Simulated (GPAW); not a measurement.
Crystal: ZrO2.

```
CELL_PARAMETERS angstrom
0.00000 2.54507 2.54507
2.54507 0.00000 2.54507
2.54507 2.54507 0.00000
ATOMIC_POSITIONS crystal
Zr 0.00000 0.00000 0.00000
O 0.75000 0.75000 0.75000
O 0.25000 0.25000 0.25000
```

Measurements of this composition are mostly on another form, of space group No. 14.

Base run:

| Item | Value |
| --- | --- |
| Program | GPAW 26.7.0 |
| Functional | BLYP |
| Potentials or basis | PAW data sets generated in the run's folder for this functional |
| Cutoff | 800 eV |
| Basis | pw |
| k mesh | 9 × 9 × 9 |
| Occupations | fermi-dirac, width 0.05 eV |
| Spin | no spin polarisation |

Its results: band gap on the k mesh 3.48 eV, indirect (least direct gap 3.95 eV); pressure 7.5 GPa.

Q: After a change of settings the same cell gave: band gap on the k mesh 3.33 eV, indirect (least direct gap 3.82 eV); pressure -5.6 GPa. Which change was it?
A. functional from BLYP to LDA; potentials or basis from PAW data sets generated in the run's folder for this functional to the program's PAW data sets (release 1.2.1) made for this functional
B. functional from BLYP to PBEsol
C. functional from BLYP to TPSS; potentials or basis from PAW data sets generated in the run's folder for this functional to GPAW PAW data sets (gpaw-data 1.2.1)

A: B.

PBEsol binds more tightly than BLYP, so the same cell stands under less pressure.

Runs at the PBE level aren't shown here.
